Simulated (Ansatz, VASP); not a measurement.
## Al: VASP beside Ansatz

File INCAR:

```
SYSTEM = Al
PREC = Accurate ; ENCUT = 600
EDIFF = 1E-7 ; ISMEAR = -1
SIGMA = 0.05 ; LREAL = .False.
LASPH = .True. ; NELM = 100
ALGO = Normal ; ISIF = 3
LWAVE = .False. ; LCHARG = .False.
GGA = PE ; IBRION = 2
NSW = 100 ; EDIFFG = -0.005
```

The input KPOINTS:

```
regular mesh
0
Gamma
  14 14 14
  0 0 0
```

Contents of POSCAR:

```
Al
1.0
    0.0000000000      2.0248050000      2.0248050000
    2.0248050000      0.0000000000      2.0248050000
    2.0248050000      2.0248050000      0.0000000000
Al
1
Direct
    0.0000000000      0.0000000000      0.0000000000
```

Input for Ansatz:

```yaml
crystal:
  lattice:
    - [0.0, 2.024805, 2.024805]
    - [2.024805, 0.0, 2.024805]
    - [2.024805, 2.024805, 0.0]
  atoms:
    - { symbol: Al, position: [0.0, 0.0, 0.0] }
kpoints:
  mp_grid: { grid: [14, 14, 14] }
scf:
  occupations: { method: fermi_dirac, width: 0.05 }
hamiltonian:
  xc: pbe
  pseudopotentials: { kind: paw }
output:
  forces: true
  stress: true
  efg: { contact_densities: true }
relax:
  f_tol: 0.005
  max_steps: 80
  cell: {}
```

Alike in both runs: task relaxation of cell and atoms; functional PBE; k mesh 14 × 14 × 14; occupations fermi-dirac, width 0.05 eV; no spin polarisation.

|  | VASP | Ansatz |
| --- | --- | --- |
| version | VASP 6.6.1 | Ansatz 0.2.0 |
| potentials or method | VASP PAW PBE potentials, release 64 (Al) | PAW with Ansatz's default frozen-core files, scalar-relativistic |
| plane-wave cutoff (eV) | 600 | 420 |
| valence electrons in the cell | 3 | 3 |

Ansatz gave:

* relaxed volume (Å³/atom): 16.45
* relaxed cell length with the largest relative difference (Å): 2.855

Question: Which values does VASP return?

Answer: Relaxed volume (Å³/atom): 16.44; relaxed cell length with the largest relative difference (Å): 2.854.
